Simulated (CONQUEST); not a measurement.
# Ta2N under changes of volume

One of the cells (13.622 Å³/atom); the others are scaled copies at fixed shape and fractional positions:

```
CELL_PARAMETERS angstrom
3.11286 0.00000 0.00000
0.00000 4.86984 0.00000
0.00000 0.00000 5.39163
ATOMIC_POSITIONS crystal
Ta 0.00000 0.25471 0.66667
Ta 0.50000 0.25471 0.16667
Ta 0.00000 0.74529 0.33333
Ta 0.50000 0.74529 0.83333
N 0.00000 0.00000 0.00000
N 0.50000 0.00000 0.50000
```

The cell comes from a database or a generator and needn't be the stable form of this composition.

| Item | Value |
| --- | --- |
| Program | CONQUEST 1.3 |
| Functional | PBE |
| Potentials or basis | PseudoDojo NC PBE, DZP, grid of 36 × 60 × 60 points |
| k mesh | 9 × 6 × 5 |
| Occupations | fermi-dirac, width 0.05 eV |
| Spin | no spin polarisation |

| volume (Å³/atom) | energy over the lowest point (meV/atom) | pressure (GPa) | largest force (eV/Å) |
| --- | --- | --- | --- |
| 12.805 | ? | ? | ? |
| 13.077 | 23.15 | 13.4 | 0.613 |
| 13.350 | 6.28 | 6.8 | 0.472 |
| 13.622 | 0.00 | 0.6 | 0.329 |
| 13.895 | 3.61 | -4.7 | 0.212 |
| 14.167 | 15.87 | -9.6 | 0.095 |
| 14.439 | 36.15 | -14.1 | 0.005 |

Problem. What does the run at 12.805 Å³/atom give?

Solution. Energy over the lowest point 52.10 meV/atom; pressure 20.8 GPa; largest force 0.765 eV/Å.

Worked out: A Birch-Murnaghan fit of order 3 (a polynomial in V^(-2/3)) to the other rows has its minimum at 13.66 Å³/atom with B0 = V·E''(V) = 282 GPa and B' = 3.8 at fixed shape and positions, which overstates the stiffness. It gives 51.78 meV/atom at 12.805 Å³/atom, against the run's 52.10, and -dE/dV = 20.6 GPa, against 20.8.

Energies are extrapolated to zero smearing.

Caveats: the basis of atomic orbitals isn't converged, which shifts pressures, moduli and gaps.
